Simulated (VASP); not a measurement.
# ZnS (Wurtzite-2H) (P6_3mc) in VASP: notebook

The runs below take ZnS (Wurtzite-2H) through single point, with PBEsol.

All numbers are computed with VASP 6.6.1; they aren't measurements. Logs are shortened: lines on timing, memory, paths and dates and some standing lists are left out, and cuts for length are marked.

**Measured values to compare with.**

From a printed reference work, monograph, for a bulk crystal of ZnS at 4 K: band gap 3.911 eV (direct).

The runs below are set against these values where they give the same quantity.

## (1) The cell of the first run

It takes space group P6_3mc (No. 186, hexagonal). Conventional cell: a = 3.811 Å, b = 3.811 Å, c = 6.234 Å, α = 90.00°, β = 90.00°, γ = 120.00°. Within 3.1 Å of Zn (site symmetry 3m) lie 4 S at 2.31 to 2.40 Å. Within 3.1 Å of S (site symmetry 3m) lie 4 Zn at 2.31 to 2.40 Å.

## (2) Single point, PBEsol

INCAR

```
PREC     = Accurate       # precision mode
ENCUT    = 520            # plane-wave cutoff, eV
EDIFF    = 1E-6           # SCF threshold, eV
ISMEAR   = 0              # smearing method
SIGMA    = 0.01           # smearing width, eV
LREAL    = F              # projectors in reciprocal space
LASPH    = T              # aspherical terms in the spheres
NELM     = 100            # most SCF steps
ALGO     = Normal         # electronic algorithm
ISIF     = 2              # what is computed and relaxed
LWAVE    = F              # write WAVECAR
LCHARG   = F              # write CHGCAR
GGA      = PS             # functional
NBANDS   = 26             # bands
```

KPOINTS

```
regular mesh
0
Gamma
  6 6 4
```

POSCAR

```
ZnS
1.0
    3.8110000000      0.0000000000      0.0000000000
   -1.9055000000      3.3004228100      0.0000000000
    0.0000000000      0.0000000000      6.2340000000
Zn S
2 2
Direct
    0.3333333333      0.6666666667      0.0000000000
    0.6666666667      0.3333333333      0.5000000000
    0.3333333333      0.6666666667      0.3850000000
    0.6666666667      0.3333333333      0.8850000000
```

Potentials or basis: VASP PAW PBE potentials, release 64 (Zn, S).

On the command line:

```console
> cat potpaw_PBE.64/Zn/POTCAR potpaw_PBE.64/S/POTCAR > POTCAR
> mpirun -np 1 vasp_std > vasp.out
```

OUTCAR:

```text
PREC = Accurate
   ENCUT = 520
   EDIFF = 1E-6
   ISMEAR = 0
   LREAL = F
   LASPH = T
   NELM = 100
   ISIF = 2
   GGA = PS

 ion  position               nearest neighbor table
   1  0.333  0.667  0.000-   4 2.31   4 2.31   4 2.31   3 2.40
   2  0.667  0.333  0.500-   3 2.31   3 2.31   3 2.31   4 2.40
   3  0.333  0.667  0.385-   2 2.31   2 2.31   2 2.31   1 2.40
   4  0.667  0.333  0.885-   1 2.31   1 2.31   1 2.31   2 2.40

  LATTYP: Found a hexagonal cell.
 ALAT       =     3.8110000000
 C/A-ratio  =     1.6357911309

  Lattice vectors:

 A1 = (   3.8110000000,   0.0000000000,   0.0000000000)
 A2 = (  -1.9055000000,   3.3004228100,   0.0000000000)
 A3 = (   0.0000000000,   0.0000000000,   6.2340000000)

Analysis of symmetry for initial positions (statically):
=====================================================================
 Subroutine PRICEL returns:
 Original cell was already a primitive cell.

 Routine SETGRP: Setting up the symmetry group for a
 hexagonal supercell.

 Subroutine GETGRP returns: Found 12 space group operations
 (whereof  6 operations were pure point group operations)
 out of a pool of 24 trial point group operations.

The static configuration has the point symmetry C_3v.
 The point group associated with its full space group is C_6v.

Analysis of symmetry for dynamics (positions and initial velocities):
=====================================================================
 Subroutine PRICEL returns:
 Original cell was already a primitive cell.

 Routine SETGRP: Setting up the symmetry group for a
 hexagonal supercell.

 Subroutine GETGRP returns: Found 12 space group operations
 (whereof  6 operations were pure point group operations)
 out of a pool of 24 trial point group operations.

The dynamic configuration has the point symmetry C_3v.
 The point group associated with its full space group is C_6v.

 Subroutine INISYM returns: Found 12 space group operations
 (whereof  6 operations are pure point group operations),
 and found     1 'primitive' translations

----------------------------------------------------------------------------------------

                                     Primitive cell

  volume of cell :      78.4107

  direct lattice vectors                    reciprocal lattice vectors
     3.811000000  0.000000000  0.000000000     0.262398321  0.151495741  0.000000000
    -1.905500000  3.300422810  0.000000000     0.000000000  0.302991482  0.000000000
     0.000000000  0.000000000  6.234000000     0.000000000  0.000000000  0.160410651

  length of vectors
     3.811000000  3.810999997  6.234000000     0.302991482  0.302991482  0.160410651

  position of ions in fractional coordinates (direct lattice)
     0.333333333  0.666666667  0.000000000
     0.666666667  0.333333333  0.500000000
     0.333333333  0.666666667  0.385000000
     0.666666667  0.333333333  0.885000000

  ion indices of the primitive-cell ions
   primitive index   ion index
                 1           1
                 2           2
                 3           3
                 4           4

----------------------------------------------------------------------------------------

 KPOINTS: regular mesh

Automatic generation of k-mesh.
 Grid dimensions read from file:
 generate k-points for:    6    6    4

 Generating k-lattice:

  Cartesian coordinates                     Fractional coordinates (reciprocal lattice)
     0.043733053  0.025249290  0.000000000     0.166666667  0.000000000  0.000000000
     0.000000000  0.050498580  0.000000000     0.000000000  0.166666667  0.000000000
     0.000000000  0.000000000  0.040102663     0.000000000  0.000000000  0.250000000

  Length of vectors
     0.050498580  0.050498580  0.040102663

  Shift w.r.t. Gamma in fractional coordinates (k-lattice)
     0.000000000  0.000000000  0.000000000

 Subroutine IBZKPT returns following result:
 ===========================================

 Found     21 irreducible k-points:

 Following reciprocal coordinates:
            Coordinates               Weight
  0.000000  0.000000  0.000000      1.000000
  0.166667 -0.000000  0.000000      6.000000
  0.333333  0.000000  0.000000      6.000000
  0.500000  0.000000  0.000000      3.000000
  0.166667  0.166667  0.000000      6.000000
  0.333333  0.166667  0.000000     12.000000
[... 13 lines left out ...]
  0.333333  0.166667  0.500000     12.000000
  0.333333  0.333333  0.500000      2.000000
   k-points           NKPTS =     21   k-points in BZ     NKDIM =     21   number of bands    NBANDS=     26
   number of dos      NEDOS =    301   number of ions     NIONS =      4
   total plane-waves  NPLWV =  37632
   dimension x,y,z NGX =    28 NGY =   28 NGZ =   48
   dimension x,y,z NGXF=    56 NGYF=   56 NGZF=   96
   ions per type =               2   2
   NGX,Y,Z   is equivalent  to a cutoff of  12.21, 12.21, 12.80 a.u.
   NGXF,Y,Z  is equivalent  to a cutoff of  24.43, 24.43, 25.60 a.u.
 SYSTEM =  unknown system
   PREC   = accura    normal or accurate (medium, high low for compatibility)
   ISTART =      0    job   : 0-new  1-cont  2-samecut
   ICHARG =      2    charge: 1-file 2-atom 10-const
   ISPIN  =      1    spin polarized calculation?
   LNONCOLLINEAR =      F non collinear calculations
   LSORBIT =      F    spin-orbit coupling
   LASPH  =      T    aspherical Exc in radial PAW
   ENCUT  =  520.0 eV  38.22 Ry    6.18 a.u.   7.09  7.09 11.59*2*pi/ulx,y,z
   NELM   =    100;   NELMIN=  2; NELMDL= -5     # of ELM steps
   EDIFF  = 0.1E-05   stopping-criterion for ELM
   LREAL  =      F    real-space projection
   EDIFFG = 0.1E-04   stopping-criterion for IOM
   NSW    =      0    number of steps for IOM
   IBRION =     -1    ionic relax: 0-MD 1-quasi-New 2-CG
   NFREE  =      0    steps in history (QN), initial steepest desc. (CG)
   ISIF   =      2    stress and relaxation
   ISYM   =      2    0-nonsym 1-usesym 2-fastsym
   POTIM  = 0.5000    time-step for ionic-motion
   TEBEG  =    0.0;   TEEND  =   0.0 temperature during run
   PSTRESS=    0.0 pullay stress
   NELECT =      36.0000    total number of electrons
   NUPDOWN=      -1.0000    fix difference up-down
   EMIN   =  10.00;   EMAX   =-10.00  energy-range for DOS
   EFERMI =   0.00;   METHOD = LEGACY
   ISMEAR =     0;   SIGMA  =   0.01  broadening in eV -4-tet -1-fermi 0-gaus
   EFERMI_NEDOS =   21; number of points for ismear=-14 and -15
   IALGO  =     38    algorithm
   IMIX   =      4    mixing-type and parameters
     AMIX     =   0.40;   BMIX     =  1.00
     AMIX_MAG =   1.60;   BMIX_MAG =  1.00
  volume/ion in A,a.u.               =      19.60       132.29
  Fermi-wavevector in a.u.,A,eV,Ry     =   1.262943  2.386617 21.701647  1.595026
  Thomas-Fermi vector in A             =   2.396326
   LORBIT       =      0    0 simple, 1 ext, 2 COOP (PROOUT), +10 PAW based schemes
   GGA     = PS    functional components
   LHFCALC =     F    Hartree Fock is set to
   AEXX    =    0.0000 exact exchange contribution
   IVDW    =     0    specifies the selected vdW correction
   LEPSILON=     F    determine dielectric tensor
   LRPA    =     F    only Hartree local field effects (RPA)
 non-spin polarized calculation
 Gauss-broadening in eV      SIGMA  =   0.01
  energy-cutoff  :      520.00
  volume of cell :       78.41
 maximum number of plane-waves:      2133
   NGX = 15   NGY = 15   NGZ = 23

 number of electron      35.9999977 magnetization

 Free energy of the ion-electron system (eV)
  ---------------------------------------------------
  ext. energy  EPLUGINS =         0.00000000
  ---------------------------------------------------
  free energy    TOTEN  =       -15.13819238 eV

  energy without entropy =      -15.13819238  energy(sigma->0) =      -15.13819238

 E-fermi :   2.1607     XC(G=0):  -9.8691

 val. band max:        2.0713792376   @ k =   0.0000   0.0000   0.0000
 cond. band min:       4.1865581961   @ k =   0.0000   0.0000   0.0000
 fundamental gap:      2.1151789585
 Fermi energy:         2.1606823780

 k-point     1 :       0.0000    0.0000    0.0000
  band No.  band energies     occupation
      1     -11.1379      2.00000
      2     -10.1966      2.00000
      3      -4.3328      2.00000
      4      -4.3328      2.00000
      5      -4.2692      2.00000
      6      -4.2692      2.00000
[... 18 lines left out ...]
     25       9.6173      0.00000
     26      11.2186      0.00000

 k-point     2 :       0.1667   -0.0000    0.0000
  band No.  band energies     occupation
      1     -10.9498      2.00000
      2     -10.0909      2.00000
      3      -4.3471      2.00000
      4      -4.2902      2.00000
      5      -4.2573      2.00000
      6      -4.2130      2.00000
[... 18 lines left out ...]
     25      10.2073      0.00000
     26      10.4534      0.00000

 k-point     3 :       0.3333    0.0000    0.0000
  band No.  band energies     occupation
      1     -10.4972      2.00000
      2      -9.8992      2.00000
      3      -4.3305      2.00000
      4      -4.2184      2.00000
      5      -4.2082      2.00000
      6      -4.0922      2.00000
[... 18 lines left out ...]
     25      10.6404      0.00000
     26      11.6442      0.00000

 k-point     4 :       0.5000    0.0000    0.0000
  band No.  band energies     occupation
      1     -10.1838      2.00000
      2      -9.8559      2.00000
      3      -4.3015      2.00000
      4      -4.1928      2.00000
      5      -4.0896      2.00000
      6      -4.0296      2.00000
[... 18 lines left out ...]
     25      11.0083      0.00000
     26      13.2669      0.00000

 k-point     5 :       0.1667    0.1667    0.0000
  band No.  band energies     occupation
      1     -10.6256      2.00000
      2      -9.9414      2.00000
      3      -4.3100      2.00000
      4      -4.2603      2.00000
      5      -4.1863      2.00000
      6      -4.1797      2.00000
[... 18 lines left out ...]
     25      10.7151      0.00000
     26      10.8959      0.00000

 k-point     6 :       0.3333    0.1667    0.0000
  band No.  band energies     occupation
      1     -10.1988      2.00000
      2      -9.8486      2.00000
      3      -4.2681      2.00000
      4      -4.1867      2.00000
      5      -4.0547      2.00000
      6      -4.0501      2.00000
[... 340 lines left out ...]
 k-point    18 :       0.5000    0.0000    0.5000
  band No.  band energies     occupation
      1     -10.0097      2.00000
      2     -10.0097      2.00000
      3      -4.3057      2.00000
      4      -4.3057      2.00000
      5      -4.1117      2.00000
      6      -4.1117      2.00000
[... 18 lines left out ...]
     25      11.2061      0.00000
     26      11.2061      0.00000

 k-point    19 :       0.1667    0.1667    0.5000
  band No.  band energies     occupation
      1     -10.2972      2.00000
      2     -10.2972      2.00000
      3      -4.3048      2.00000
      4      -4.3048      2.00000
      5      -4.2001      2.00000
      6      -4.2001      2.00000
[... 18 lines left out ...]
     25      10.4604      0.00000
     26      10.4604      0.00000

 k-point    20 :       0.3333    0.1667    0.5000
  band No.  band energies     occupation
      1     -10.0148      2.00000
      2     -10.0148      2.00000
      3      -4.2449      2.00000
      4      -4.2449      2.00000
      5      -4.1159      2.00000
      6      -4.1159      2.00000
[... 18 lines left out ...]
     25      11.0806      0.00000
     26      11.0806      0.00000

 k-point    21 :       0.3333    0.3333    0.5000
  band No.  band energies     occupation
      1      -9.9179      2.00000
      2      -9.9179      2.00000
      3      -4.1481      2.00000
      4      -4.1481      2.00000
      5      -4.1374      2.00000
      6      -4.1374      2.00000
[... 18 lines left out ...]
     25      11.7276      0.00000
     26      11.7276      0.00000

------------------------ aborting loop because EDIFF is reached ----------------------------------------

  FORCE on cell =-STRESS in cart. coord.  units (eV):
  Direction    XX          YY          ZZ          XY          YZ          ZX
  --------------------------------------------------------------------------------------
  -------------------------------------------------------------------------------------
  Total       -0.2272367     -0.2272367     -1.1523301      0.0000000      0.0000000      0.0000000
  in kB       -4.6431619     -4.6431619    -23.5457294      0.0000000      0.0000000      0.0000000
  external PRESSURE =     -10.9440177 kB  Pullay stress =       0.0000000 kB

 VOLUME and BASIS-vectors are now :
 -----------------------------------------------------------------------------
  energy-cutoff  :      520.00
  volume of cell :       78.41
      direct lattice vectors                 reciprocal lattice vectors
     3.811000000  0.000000000  0.000000000     0.262398321  0.151495741  0.000000000
    -1.905500000  3.300422810  0.000000000     0.000000000  0.302991482  0.000000000
     0.000000000  0.000000000  6.234000000     0.000000000  0.000000000  0.160410651

 POSITION                                       TOTAL-FORCE (eV/Angst)
 -----------------------------------------------------------------------------------
     -0.00000      2.20028      0.00000        -0.000000      0.000000      0.309948
      1.90550      1.10014      3.11700         0.000000     -0.000000      0.309948
     -0.00000      2.20028      2.40009         0.000000      0.000000     -0.309948
      1.90550      1.10014      5.51709        -0.000000      0.000000     -0.309948
 -----------------------------------------------------------------------------------
    total drift:                               -0.000000     -0.000000     -0.000017

  FREE ENERGIE OF THE ION-ELECTRON SYSTEM (eV)
  ---------------------------------------------------
  free  energy   TOTEN  =       -15.1381923817 eV

  energy  without entropy=      -15.1381923817  energy(sigma->0) =      -15.13819238
```

It took 16 s on 1 thread of Intel Xeon 6975P-C (Granite Rapids), shared host; peak memory 0.19 GiB.

Results:

- Free energy: -15.1382 eV
- Pressure: -1.1 GPa
- Largest force: 0.310 eV/Å
- Band gap on the k mesh: 2.12 eV, direct

Forces in eV/Å, atoms in the order of the input:
```
Zn   0.000  0.000  0.310
Zn   0.000  0.000  0.310
S    0.000  0.000 -0.310
S    0.000  0.000 -0.310
```

Caveat: the PAW data sets were made with another functional, which shifts forces and pressure a little.

## (3) Single point, PBEsol

INCAR

```
SYSTEM = ZnS
PREC = Accurate ; ENCUT = 520
EDIFF = 1E-6 ; ISMEAR = 0
SIGMA = 0.01 ; LREAL = .FALSE.
LASPH = .TRUE. ; NELM = 80
ALGO = Normal ; ISIF = 2
LWAVE = .FALSE. ; LCHARG = .TRUE.
GGA = PS ; LELF = .TRUE.
LVHAR = .TRUE. ; NBANDS = 26
```

KPOINTS

```
Automatic mesh
0
G
  6 6 4
  0 0 0
```

POSCAR is that of step 2.

Potentials or basis: VASP PAW PBE potentials, release 64 (Zn, S).

On the command line:

```console
> cat potpaw_PBE.64/Zn/POTCAR potpaw_PBE.64/S/POTCAR > POTCAR
> mpirun -np 1 vasp_std > vasp.out
```

Run time: 16 s. Hardware: 1 thread of Intel Xeon 6975P-C (Granite Rapids), shared host; peak memory 0.19 GiB.

It converged, with:

| Quantity | Value |
| --- | --- |
| Free energy | -15.1382 eV |
| Pressure | -1.1 GPa |
| Largest force | 0.310 eV/Å |
| Band gap on the k mesh | 2.12 eV, direct |

Forces on the atoms (eV/Å):
```
Zn   0.000  0.000  0.310
Zn   0.000  0.000  0.310
S    0.000  0.000 -0.310
S    0.000  0.000 -0.310
```

Stress tensor (GPa, compression positive):
```
-0.46  0.00  0.00
 0.00 -0.46  0.00
 0.00  0.00 -2.35
```

Levels at points of the mesh, in eV from the valence-band top:
```csv
k point,band 16,band 17,band 18,band 19,band 20,band 21
"(0.00, 0.00, 0.00)",-0.01,-0.01,0.00,2.12,2.88,6.21
"(0.50, 0.00, 0.00)",-2.28,-1.60,-0.99,3.49,4.17,5.05
"(0.00, 0.00, 0.50)",-0.46,-0.46,-0.46,3.40,3.40,6.64
"(0.50, 0.00, 0.50)",-1.68,-1.55,-1.55,3.48,3.48,5.03
```

Caveat: the PAW data sets were made with another functional, which shifts forces and pressure a little.

## (4) How close it comes

Step 2. Against the measured gap of ZnS, 3.911 eV (direct; 4 K; a printed reference work, monograph), the calculated 2.12 eV is off by -1.80 eV. The value is that of PBEsol, without temperature or zero-point motion. Semilocal functionals fall short of measured gaps as a rule.

Step 3. A measured gap of ZnS is 3.911 eV (direct; 4 K; a printed reference work, monograph); the calculated 2.12 eV misses it by -1.80 eV. The value is that of PBEsol, without temperature or zero-point motion. Semilocal functionals fall short of measured gaps as a rule.
